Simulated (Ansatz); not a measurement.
# Screening in Sb2S3 (Stibnite)

How strongly does Sb2S3 (Stibnite) screen? Routes: perturbation theory, a sum over states and the RPA step of G0W0.

Calculated with Ansatz 0.2.0; linear response on PBE, plane waves, PAW.

## (1) Set-up

The structure is orthorhombic, space group Pnma (No. 62). The conventional cell has a = 11.311 Å, b = 3.839 Å, c = 11.223 Å, α = 90.00°, β = 90.00°, γ = 90.00°. Sb has 6 S at 2.52 to 3.16 Å nearest. Sb has 5 S at 2.46 to 2.85 Å nearest. S has 3 Sb at 2.52 to 2.68 Å nearest. Nearest to S lie 5 Sb at 2.46 to 3.11 Å. S has 3 Sb at 2.54 to 3.16 Å nearest. Farther neighbours and most contacts between anions are not listed.

The cell and positions come from the Crystallography Open Database and are kept as given unless a step says otherwise. Spin-orbit coupling is left out unless a step names it. The default PAW set here is soft_2. Its files were made with PBE.

## (2) Response to a homogeneous field

The response to a uniform field gives ε∞, a yardstick for the screening that GW builds on its mesh.

This step: dielectric response by perturbation theory, PBE, plane waves, PAW.

input.yaml reads:

```yaml
crystal:
  lattice:
    - [11.311, 0.0, 0.0]
    - [0.0, 3.8389, 0.0]
    - [0.0, 0.0, 11.223]
  atoms:
    - { symbol: Sb, position: [0.47061, 0.25, 0.32595] }
    - { symbol: Sb, position: [0.02939, 0.75, 0.82595] }
    - { symbol: Sb, position: [0.97061, 0.25, 0.17405] }
    - { symbol: Sb, position: [0.52939, 0.75, 0.67405] }
    - { symbol: Sb, position: [0.35059, 0.75, 0.03602] }
    - { symbol: Sb, position: [0.14941, 0.25, 0.53602] }
    - { symbol: Sb, position: [0.85059, 0.75, 0.46398] }
    - { symbol: Sb, position: [0.64941, 0.25, 0.96398] }
    - { symbol: S, position: [0.29214, 0.25, 0.19181] }
    - { symbol: S, position: [0.20786, 0.75, 0.69181] }
    - { symbol: S, position: [0.79214, 0.25, 0.30819] }
    - { symbol: S, position: [0.70786, 0.75, 0.80819] }
    - { symbol: S, position: [0.5498, 0.75, 0.123] }
    - { symbol: S, position: [0.9502, 0.25, 0.623] }
    - { symbol: S, position: [0.0498, 0.75, 0.377] }
    - { symbol: S, position: [0.4502, 0.25, 0.877] }
    - { symbol: S, position: [0.3751, 0.75, 0.4389] }
    - { symbol: S, position: [0.1249, 0.25, 0.9389] }
    - { symbol: S, position: [0.8751, 0.75, 0.0611] }
    - { symbol: S, position: [0.6249, 0.25, 0.5611] }
kpoints:
  mp_grid: { grid: [2, 6, 2] }
hamiltonian:
  xc: pbe
scf:
  occupations: { method: fixed }
dielectric: {}
```

On the command line:

```
$ ansatz run input.yaml --threads 32 --pin off --max-ram 129024MiB --backend cuda --events-out ev --progress --plain --runs-dir out --devices 1 --max-vram 157GiB  # rebuilt from the run's record
```

Numbers of over 12 decimals in the logs are rounded to 6 here.

Log:

```text
GPUs: using 1 of 1 available (devices: 1).
Engine: ansatz 0.2.0, aarch64-unknown-linux-gnu
Pseudopotentials: kind: paw
Pseudopotential: Sb, paw, valence charge 15, recommended cutoff 420 eV (normal), Sb.paw.azcp
Pseudopotential: S, paw, valence charge 6, recommended cutoff 420 eV (normal), S.paw.azcp
Functional definition: PBE
  parameter kappa = 0.804
  parameter beta = 0.066725
  exchange = pbe_x(kappa = kappa, mu = beta*pi^2/3)
  correlation = pbe_c(beta = beta)
[...]
Crystal: 20 atoms, lattice volume = 487.323 Å³
Basis set: ecut = 420 eV, 9525 PW (Γ), exchange–correlation on 160×60×160 points (8 copies of the dense FFT grid, shifted against one another)
Bands: 116, of which v1, the nominal top of the filled ones, is band 96 counted from 1 (95 counted from 0)
Symmetry: 8 space group operations
k-points: 16 of 24 (irreducible under 1 space group operation, time reversal used)
Non-local potential: Sb, projectors of the file, l = 0: 2, l = 1: 2, l = 2: 2, l = 3: 2
Non-local potential: S, projectors of the file, l = 0: 2, l = 1: 2, l = 2: 2
PAW form: soft (Blöchl's): semilocal exchange-correlation on the pseudo side does not see the compensation charge
PAW one-centre angular grid: Sb, 590 points (default); XC on 64 Gauss nodes
PAW one-centre angular grid: S, 110 points (default); XC on 64 Gauss nodes
Initial density: superposition of atomic densities (neutral atoms: chi_scale 0, normalization atom), corrected by the library's trained network
Initial wavefunctions: pseudopotential atomic-orbital guess
[...]
Functional: x = pbe(κ = 0.804, μ = 0.219515), c = pbe(β = 0.066725)
SCF iter   1: F=—  HF=-62705.680966 eV  |F-HF|=—  |Δ(HF+E_count)|=         —  Δρ=1.48e-3  dr2=1.39e-2  ethr=1.77e-3  ⟨swp⟩=5.0  Hψ=6196  notcnv=0  defer=265
preconditioner: auto → Resta (q_TF=auto, 2.336 Å⁻¹)  ε∞=5.3  [insulator: Δε(μ)=1.312 eV  Ē_g=8.595 eV  n_scr=110 (ndim 8)  ℏωp=17.8 eV  f_vac=0.022  ε∞_Penn≈5.3]
SCF iter   2: F=—  HF=-62705.678009 eV  |F-HF|=—  |Δ(HF+E_count)|=   2.96e-3  Δρ=7.81e-4  dr2=2.88e-3  ethr=7.26e-6  ⟨swp⟩=2.8  Hψ=3742  notcnv=0  defer=283
[...]
SCF iter  11: F=-62705.680789 eV  HF=-62705.680789 eV  |F-HF|=2.18e-11  |Δ(HF+E_count)|=  1.24e-10  Δρ=3.20e-8  dr2=6.36e-12  ethr=1.00e-12  ⟨swp⟩=9.7  Hψ=7563  notcnv=0
SCF 1 converged in 11 iterations: F = -62705.680789 eV  dr2 = 6.36e-12
  greatest PAW one-centre occupation: 0.996 electrons in one spin orbital (limit 2), on the Sb atom at site 7 (counted from 0), in its partial waves of l = 2
the response reads at least the filled bands of the reference SCF and the lowest empty band at each k-point, and that SCF's band table does not vouch for those bands. The notice of the band table in this run's record says why
[...]
DFPT response loops at Γ: preconditioner auto → Resta (q_TF=auto, 2.336 Å⁻¹)  ε∞=6.8 (no band partly filled); β = 1.00, the filter's whole step (`scf.mixing.beta` (0.50) is not read by the response loops at its default; to damp them type it under 1.00, their step now; it binds the ground state too); Broyden in place of MSR1
── the response to a field inside a basis, on 6×16×6 k-points: an SCF that follows is theirs, and a resumed run solves both again ──
[...]
Bands: 97, of which v1, the nominal top of the filled ones, is band 96 counted from 1 (95 counted from 0)
k-points: 72 of 576
[...]
Eigensolver: Dense (72 Hₖ)
SCF iter   1: F=—  HF=-62705.354005 eV  |F-HF|=—  |Δ(HF+E_count)|=         —  Δρ=6.18e-4  dr2=6.19e-4  ethr=1.00e-1
preconditioner: auto → Resta (q_TF=auto, 2.336 Å⁻¹)  ε∞=7.1  [insulator: Δε(μ)=1.392 eV  Ē_g=7.221 eV  n_scr=110 (ndim 8)  ℏωp=17.8 eV  f_vac=0.024  ε∞_Penn≈7.1]
SCF iter   2: F=—  HF=-62705.354105 eV  |F-HF|=—  |Δ(HF+E_count)|=   1.01e-4  Δρ=3.16e-4  dr2=1.47e-4  ethr=3.22e-7
SCF iter   3: F=—  HF=-62705.354187 eV  |F-HF|=—  |Δ(HF+E_count)|=   8.21e-5  Δρ=4.76e-5  dr2=6.82e-6  ethr=7.64e-8
SCF iter   4: F=—  HF=-62705.354190 eV  |F-HF|=—  |Δ(HF+E_count)|=   3.08e-6  Δρ=8.69e-6  dr2=7.04e-7  ethr=3.55e-9
SCF iter   5: F=—  HF=-62705.354191 eV  |F-HF|=—  |Δ(HF+E_count)|=   1.36e-7  Δρ=3.36e-6  dr2=1.00e-7  ethr=3.67e-10
SCF iter   6: F=-62705.354191 eV  HF=-62705.354191 eV  |F-HF|=7.26e-9  |Δ(HF+E_count)|=   6.33e-8  Δρ=8.82e-7  dr2=8.13e-9  ethr=5.21e-11
SCF 1 converged in 6 iterations: F = -62705.354191 eV  dr2 = 8.13e-9
  greatest PAW one-centre occupation: 0.996 electrons in one spin orbital (limit 2), on the Sb atom at site 2 (counted from 0), in its partial waves of l = 2
[...]
DFPT response loops at Γ: preconditioner auto → Resta (q_TF=auto, 2.336 Å⁻¹)  ε∞=6.6 (no band partly filled); β = 1.00, the filter's whole step (`scf.mixing.beta` (0.50) is not read by the response loops at its default; to damp them type it under 1.00, their step now; it binds the ground state too); Broyden in place of MSR1
SCF converged after 11 iterations
Free energy (F): -62705.680789 eV
Harris-Foulkes:  -62705.680789 eV  (|F-HF|=2.18e-11)
Internal energy: -62705.680789 eV  (E = F + TS)
E sigma→0 (E₀):  -62705.680789 eV
Fermi energy:    7.231811 eV
--- Per-component energies (eV) ---
  E_band       = -1543.475107
  E_kinetic    = 2929.174959
  E_local      = -15922.838645  (includes V_loc(G=0)·N_el)
  E_nonlocal   = 3237.465756
  E_hartree    = 7013.039194
  E_xc         = -2272.412590
  E_vxc        = -1817.511852  (∫ρ·V_xc dr)
  E_paw        = -43796.173375  (= ΣΔE_a)
  E_vpaw       = -3995.843828  (= ΣTr[D̂ρ^β])
  E_aug_tail   = 0.000008  (compensation charges beyond the density's cutoff)
  E_ewald      = -13893.936097
  E_smearing   = -0.000000  (= −TS)
  E_closure    = -0.000000  (closes the sum)
  Σ components = -62705.680789   (vs F -62705.680789, Δ=0.00e0)
--- Band table (eV; the first three rows and the last of 16) ---
[... rows of the band table ...]
--- Dielectric response (ions clamped): 3 representative field directions + reference, inside a basis on a mesh of 576 k-points (Σ response iterations 18) ---
  ε∞ (high-frequency dielectric tensor):
        8.908870     0.000000     0.000000
        0.000000    15.363794     0.000000
        0.000000     0.000000    13.736281
  Born effective charges Z* (e; rows j = field, columns β = displacement):
    site 0:
         1.94146    0.00000   -0.05295
         0.00000    5.24534    0.00000
         1.43292    0.00000    6.14669
    site 1:
         1.94146    0.00000    0.05295
        -0.00000    5.24534    0.00000
        -1.43292    0.00000    6.14669
    site 2:
         1.94146    0.00000    0.05295
        -0.00000    5.24534    0.00000
        -1.43292    0.00000    6.14669
    site 3:
         1.94146    0.00000   -0.05295
         0.00000    5.24534    0.00000
         1.43292    0.00000    6.14669
    site 4:
         2.81816   -0.00000   -0.26011
        -0.00000    6.69062    0.00000
        -0.34216    0.00000    3.90685
    site 5:
         2.81816    0.00000    0.26011
         0.00000    6.69062    0.00000
         0.34216    0.00000    3.90685
    site 6:
         2.81816    0.00000    0.26011
         0.00000    6.69062    0.00000
         0.34216    0.00000    3.90685
    site 7:
         2.81816   -0.00000   -0.26011
        -0.00000    6.69062    0.00000
        -0.34216    0.00000    3.90685
    site 8:
        -1.39099   -0.00000   -0.07440
        -0.00000   -3.67948   -0.00000
        -1.19876   -0.00000   -3.14234
    site 9:
        -1.39099   -0.00000    0.07440
         0.00000   -3.67948   -0.00000
         1.19876   -0.00000   -3.14234
    site 10:
        -1.39099   -0.00000    0.07440
         0.00000   -3.67948   -0.00000
         1.19876   -0.00000   -3.14234
    site 11:
        -1.39099   -0.00000   -0.07440
        -0.00000   -3.67948   -0.00000
        -1.19876   -0.00000   -3.14234
    site 12:
        -2.03836    0.00000    0.82336
[...]
site 13:
[...]
site 14:
[...]
site 15:
[...]
site 16:
        -1.33026    0.00000    0.38408
         0.00000   -4.55875   -0.00000
         0.34115   -0.00000   -3.53167
    site 17:
        -1.33026   -0.00000   -0.38408
        -0.00000   -4.55875   -0.00000
        -0.34115   -0.00000   -3.53167
    site 18:
        -1.33026   -0.00000   -0.38408
        -0.00000   -4.55875   -0.00000
        -0.34115   -0.00000   -3.53167
    site 19:
        -1.33026    0.00000    0.38408
         0.00000   -4.55875   -0.00000
         0.34115   -0.00000   -3.53167
  Z* charge neutrality: 3.276e-2 e pre-enforcement
  solved inside a basis spanned on kpoints, on 6×16×6 k-points, taken by the longest dipole's decay: ε∞ is read to err by 9.6e-2, Z* by 1.1e-1 e (field_mesh: kpoints solves on kpoints); Z* is corrected for what the basis lacks
```

The job ended after 20 s (1 × NVIDIA GB200 with 32 threads of Arm Neoverse V2, shared host; peak memory 16 GiB).

Numbers from this step:

```yaml
stated_error_of_eps_infinity: 0.096
```

One over ε∞ averages 0.08, well under the quarter of exact exchange in PBE0, which by this rule of thumb may open the gap too far.

High-frequency dielectric tensor:

```
 8.91  0.00  0.00
 0.00 15.36  0.00
 0.00  0.00 13.74
```

Born effective charge (e), principal values of the symmetric part by kind of site:

```
atom  atoms with these values    low  middle   high   mean
 Sb1                        4   1.83    5.25   6.26   4.44
 Sb5                        4   2.74    3.98   6.69   4.47
  S9                        4  -3.68   -3.35  -1.18  -2.74
 S13                        4  -3.75   -3.70  -1.67  -3.04
 S17                        4  -4.56   -3.59  -1.27  -3.14
```

In full for Sb1:

```
 1.94  0.00 -0.05
 0.00  5.25  0.00
 1.43  0.00  6.15
```

## (3) Independent-particle spectrum

The independent-particle spectrum shows where the oscillator strength lies, before excitons and local fields.

This step: independent-particle optics on PBE, plane waves, PAW.

Changes to input.yaml since step 2:

```diff
@@ -32,2 +32,4 @@
   occupations: { method: fixed }
-dielectric: {}
+  n_extra_bands: 334
+output:
+  optics: { e_range: [0, 25], de: 0.1, sigma: 0.2 }
```

Log:

```text
[...]
GPUs: using 1 of 1 available (devices: 1).
[...]
device memory: the entry about to start is reckoned to put 30.3 GiB on a device that reports 182.5 GiB free (of which the cap on the GPU budget leaves the run 157.0 GiB)
GPU FFT provider: cuFFT
GPU libraries: cuBLAS 13.8.1, cuFFT 12.4.0, cuSOLVER 12.3.2
GPU matrix products: emulated (plane waves: as basis.precision tells), large ones in fixed point in workspaces of 1.00 GiB
Crystal: 20 atoms, lattice volume = 487.323 Å³
Basis set: ecut = 420 eV, 9525 PW (Γ)
Bands: 430, of which v1, the nominal top of the filled ones, is band 96 counted from 1 (95 counted from 0)
Symmetry: 8 space group operations
[...]
k-points: 16 of 24
[...]
GPU buffer pool allocated for 172800 grid points (all kernels)
GPU transforms: local potential and band sums: pruned to the plane-wave sphere, on 75×25×75
[...]
SCF iter   1: F=—  HF=-62705.686646 eV  |F-HF|=—  |Δ(HF+E_count)|=         —  Δρ=1.49e-3  dr2=1.44e-2  ethr=1.77e-3  ⟨swp⟩=5.0  Hψ=23602  notcnv=0  defer=5294
[...]
SCF iter  12: F=-62705.681129 eV  HF=-62705.681129 eV  |F-HF|=2.91e-11  |Δ(HF+E_count)|=  1.60e-10  Δρ=4.00e-8  dr2=8.90e-12  ethr=1.00e-12  ⟨swp⟩=15.4  Hψ=68652  notcnv=0
SCF 1 converged in 12 iterations: F = -62705.681129 eV  dr2 = 8.90e-12
[...]
Optics k sum: 0 of 16 k-points
Optics k sum: 1 of 16 k-points
[...]
Optics k sum: 16 of 16 k-points
[...]
SCF converged after 12 iterations
Free energy (F): -62705.681129 eV
[...]
Internal energy: -62705.681129 eV  (E = F + TS)
E sigma→0 (E₀):  -62705.681129 eV
Fermi energy:    7.231814 eV
[...]
--- Band table (eV; the first three rows and the last of 16) ---
[... rows of the band table ...]
```

It took 16 s on 1 × NVIDIA GB200 with 32 threads; peak memory 9.6 GiB; 2.3 min of CPU time.

Numbers from this step:

* ε∞ without local fields (xx, yy, zz): 11.44, 16.29, 15.61
* electrons in the f-sum (xx, yy, zz): 166.9, 166.8, 166.2
* bands in the explicit sum (the static value is completed to all bands): 430

The sum gives ε∞ = 11.44, 16.29 and 15.61 without local fields.

Independent particles, no local fields, Gaussian width 0.2 eV. Table of ε₂ by photon energy; read off at these points:

```csv
photon energy (eV),xx,yy,zz
0.0,0,0,0
1.0,0.00350,1.6e-4,0.00625
2.0,5.19,11.1,9.40
2.8,10.6,34.6,24.4
3.0,12.0,29.7,28.7
3.5,15.6,19.9,26.2
4.0,14.0,13.5,16.6
5.0,11.4,7.80,7.40
6.0,6.61,4.58,3.39
7.0,4.79,4.37,3.20
8.0,4.75,3.51,3.76
9.0,4.80,3.30,3.50
10.0,3.40,2.34,3.33
11.0,2.16,1.82,2.05
12.0,1.28,1.22,1.31
13.0,0.831,0.896,0.866
14.0,0.623,0.620,0.654
15.0,0.506,0.531,0.526
16.0,0.426,0.443,0.431
17.0,0.344,0.351,0.352
18.0,0.235,0.259,0.240
19.0,0.185,0.207,0.207
20.0,0.141,0.146,0.148
21.0,0.108,0.113,0.117
22.0,0.0908,0.0869,0.0900
23.0,0.0765,0.0689,0.0768
24.0,0.0665,0.0592,0.0708
25.0,0.0574,0.0506,0.0574
```

Independent particles, no local fields, Gaussian width 0.2 eV. Loss function against photon energy; read off at these points:

| photon energy (eV) | xx | yy | zz |
| --- | --- | --- | --- |
| 1.0 | 2.2e-5 | 0 | 2.0e-5 |
| 2.0 | 0.0178 | 0.00973 | 0.0133 |
| 3.0 | 0.0366 | 0.0337 | 0.0283 |
| 4.0 | 0.0659 | 0.0654 | 0.0488 |
| 5.0 | 0.0879 | 0.0965 | 0.0810 |
| 6.0 | 0.140 | 0.174 | 0.167 |
| 7.0 | 0.207 | 0.204 | 0.300 |
| 8.0 | 0.207 | 0.261 | 0.264 |
| 9.0 | 0.190 | 0.231 | 0.259 |
| 10.0 | 0.201 | 0.260 | 0.252 |
| 11.0 | 0.225 | 0.315 | 0.258 |
| 12.0 | 0.285 | 0.376 | 0.346 |
| 13.0 | 0.393 | 0.496 | 0.465 |
| 14.0 | 0.621 | 0.722 | 0.678 |
| 15.0 | 0.997 | 1.17 | 1.14 |
| 16.0 | 1.56 | 1.69 | 1.66 |
| 17.0 | 2.24 | 2.43 | 2.32 |
| 18.0 | 4.10 | 3.84 | 4.17 |
| 18.6 | 4.73 | 4.20 | 4.15 |
| 18.7 | 4.72 | 4.20 | 4.13 |
| 19.0 | 4.32 | 3.91 | 3.84 |
| 20.0 | 2.42 | 2.35 | 2.28 |
| 21.0 | 1.07 | 1.12 | 1.13 |
| 22.0 | 0.586 | 0.574 | 0.579 |
| 23.0 | 0.357 | 0.325 | 0.355 |
| 24.0 | 0.246 | 0.215 | 0.259 |
| 25.0 | 0.175 | 0.151 | 0.175 |

## (4) RPA screening from the G0W0 run

Now the one-shot GW correction: screening in the RPA, then the self-energy of the levels asked for.

This step: G0W0 on PBE, plane waves, PAW.

Changes to input.yaml since step 3:

```diff
@@ -27,3 +27,3 @@
 kpoints:
-  mp_grid: { grid: [2, 6, 2] }
+  mp_grid: { grid: [2, 4, 2] }
 hamiltonian:
@@ -32,4 +32,7 @@
   occupations: { method: fixed }
-  n_extra_bands: 334
-output:
-  optics: { e_range: [0, 25], de: 0.1, sigma: 0.2 }
+gw:
+  n_empty_bands: 1454
+  ecut_chi: 120.0
+  qp_bands: [v2, c2]
+  qp_kpoints: band_edges
+  screening: { model: contour_deformation }
```

Log:

```text
GPUs: using 1 of 1 available (devices: 1).
[...]
GPU FFT provider: cuFFT
GPU libraries: cuBLAS 13.8.1, cuFFT 12.4.0, cuSOLVER 12.3.2
[...]
Crystal: 20 atoms, lattice volume = 487.323 Å³
Basis set: ecut = 420 eV, 9525 PW (Γ)
Bands: 116, of which v1, the nominal top of the filled ones, is band 96 counted from 1 (95 counted from 0)
Symmetry: 8 space group operations
[...]
k-points: 12 of 16
[...]
1    98      8.5410    -9.5556    -3.4918   -13.1294  0.7693     8.6231     8.6230  root
[...]
11    95      6.4278   -16.9929     1.7445   -14.8463  0.7308     6.0219     6.0256  root
    11    96      6.4278   -16.9929     1.7445   -14.8463  0.7308     6.0219     6.0256  root
    11    97      9.3136    -9.2608    -3.6622   -13.0219  0.7653     9.4126     9.4124  root
    11    98      9.3136    -9.2608    -3.6622   -13.0219  0.7653     9.4126     9.4124  root
[key lines of the parts left out:]
SCF converged after 7 iterations
Free energy (F): -62705.720585 eV
Fermi energy:    7.230893 eV
```

Run time: 70 s. Hardware: 1 × NVIDIA GB200 with 32 threads; peak memory 8.4 GiB; 3.6 min of CPU time.

This step gave:

```
bands summed                                 : 1550
RPA ε∞ on this mesh (eigenvalues)            : 8.706, 13.04, 13.33
plane waves in the screening matrix          : 1471
G0W0 gap on the mesh                         : 1.666 eV
k of the valence top                         : 0, 0, 0
k of the conduction bottom                   : 0, 0, -0.5
starting gap on the mesh                     : 1.310 eV
least direct G0W0 gap on the computed points : 1.708 eV
```

The gap on the mesh goes from 1.31 eV to 1.67 eV, a correction of +0.36 eV. Between the two edge states, bare exchange in place of the xc potential would open the gap by 4.62 eV, and correlation takes back 4.26 eV.

Mean over the mesh in bins of 0.25 1/Å. The static inverse dielectric function, diagonal by length of q+G:

```csv
length of q+G (Å⁻¹),"static inverse dielectric function, diagonal"
0.28,0.118
0.53,0.168
0.77,0.238
0.99,0.305
1.24,0.387
1.49,0.465
1.76,0.542
2.01,0.606
2.25,0.662
2.51,0.715
2.76,0.756
3.00,0.791
3.26,0.823
3.50,0.849
3.75,0.875
4.00,0.897
4.25,0.917
4.50,0.933
4.75,0.947
5.00,0.958
5.25,0.967
5.49,0.974
```

## (5) The values together

Times are wall times on 1 × NVIDIA GB200 with 32 threads of Arm Neoverse V2, shared host, good to a factor of about two.

| method | mesh | ε∞, low | middle | high | mean | time |
| --- | --- | --- | --- | --- | --- | --- |
| perturbation theory (local fields and xc kernel) | 2×6×2 (response on 576 points) | 8.91 | 13.74 | 15.36 | 12.67 | 20 s |
| sum over states (no local fields) | 2×6×2 | 11.44 | 15.61 | 16.29 | 14.45 | 16 s |
| RPA with local fields, on the GW mesh | 2×4×2 | 8.71 | 13.04 | 13.33 | 11.69 | 70 s |

## (6) Summary of results

```
perturbation theory (local fields and xc kernel) : 8.91, 13.74, 15.36
sum over states (no local fields)                : 11.44, 15.61, 16.29
RPA with local fields, on the GW mesh            : 8.71, 13.04, 13.33
```

**Reading.** Mean Born effective charge: Sb1 4.44, Sb5 4.47, S9 -2.74, S13 -3.04, S17 -3.14 e. The ε₂ (xx) has its highest peak at 3.5 eV. The loss function (xx) has its highest peak at 18.6 eV. The sum without local fields gives 14.45 in the mean against 12.67 by perturbation theory; local fields lower ε∞ and the xc kernel gives part of it back, though the sum also carries the error of its own mesh. The RPA values on the 2×4×2 mesh average 0.92 times those of perturbation theory (means 11.69 and 12.67, which can hide unlike anisotropies). Without the xc kernel RPA should lie a little lower, as the mean does. PBE usually puts the gap too low, which tends to raise ε∞. Ions are clamped, so the lattice part of the static constant is not in these numbers.

[Paths, hosts, dates, memory and timing lines, banners, echoed tables and standing remarks are left out of the program output.]

[Logs are printed without paths, hosts, clocks, repeated set-up lines and the standing remarks that a program may print on its own settings, such as how far it seeks lower states.]

[Runs of the session that timed out or met a known fault of the program may be left out.]

[Cells called generated may have been cut or substituted from an entry of the Crystallography Open Database or the Materials Project.]

[Hosts, paths, dates, database ids (printed as entryN), source tags and the programs' standing remarks are cut or masked in the printed files.]
